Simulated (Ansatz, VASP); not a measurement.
Two plane-wave programs on AlN

```
Al N
1.0
     1.55698   -2.69669    0.00000
     1.55698    2.69669    0.00000
     0.00000    0.00000    4.51524
Al N
2 2
Direct
  0.00000 0.00000 0.00704
  0.66667 0.33333 0.50704
  0.00000 0.00000 0.41896
  0.66666 0.33334 0.91896
```

Alike in both runs: functional PBEsol; k mesh 9 × 9 × 7; no spin polarisation.

Ansatz relaxed the structure, and its values are those at the end. VASP's run is a single point on that final structure, the one shown.

|  | VASP | Ansatz |
| --- | --- | --- |
| version | VASP 6.6.1 | Ansatz 0.2.0 |
| potentials or method | VASP PAW PBE potentials, release 64 (Al, N) | scalar-relativistic, plane waves, PAW |
| plane-wave cutoff (eV) | 520 | 520 |
| occupations | gaussian, width 0.01 eV | fixed |
| valence electrons in the cell | 16 | 16 |

Ansatz gave:

- gap on the k mesh at the Fermi level (eV): 4.20
- least direct gap on the mesh (eV): 4.20
- pressure (GPa): 20.0
- rms of the force components (eV/Å): 0.000

Problem. What did VASP give for the same quantities?

Solution. gap on the k mesh at the Fermi level (eV): 4.22; least direct gap on the mesh (eV): 4.22; pressure (GPa): 20.1; rms of the force components (eV/Å): 0.003.

Ansatz warned: «near_symmetry_operations_not_taken».

Caveats: so large a pressure means that the cell lies far from this level's equilibrium, or that cutoff or potentials fall short (VASP); the potentials were made for another functional, which shifts forces and pressure (VASP); an odd mesh through Γ misses points on the zone boundary, where band edges often lie. As with any semilocal functional, this PBEsol gap is likely too small.
